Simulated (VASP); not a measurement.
A run of VASP 6.6.1 is set up as follows.

Contents of INCAR:

```
SYSTEM = Se
PREC = Accurate
ENCUT = 520
EDIFF = 1E-7
ISMEAR = 0
SIGMA = 1.0
LREAL = .False.
LASPH = .True.
NELM = 80
ALGO = Fast
ISIF = 3
LWAVE = .False.
LCHARG = .False.
GGA = PS
IBRION = 2
NSW = 80
EDIFFG = -0.002
PSTRESS = 1250.0
```

The input KPOINTS:

```
regular mesh
0
Gamma
  21 21 21
  0 0 0
```

Contents of POSCAR:

```
Se
1.0
    1.9250000000      1.1113992700      0.8816666700
   -1.9250000000      1.1113992700      0.8816666700
    0.0000000000     -2.2227985400      0.8816666700
Se
1
Direct
    0.0000000000      0.0000000000      0.0000000000
```

Potentials or basis: VASP PAW PBE potentials, release 64 (Se).

The run is started by

```console
$ cat potpaw_PBE.64/Se/POTCAR > POTCAR
$ mpirun -np 1 vasp_std > vasp.out
```

(1) What does it give for the space group after relaxing (to 0.05 Å)?

(2) Estimate the band gap on the k mesh.

(3) Predict the relaxed cell.

Results:

(1) Im-3m (No. 229).

(2) none (metal or under the smearing width).

(3) a = 2.487 Å, b = 2.487 Å, c = 2.487 Å, α = 109.47°, β = 109.47°, γ = 109.47°.
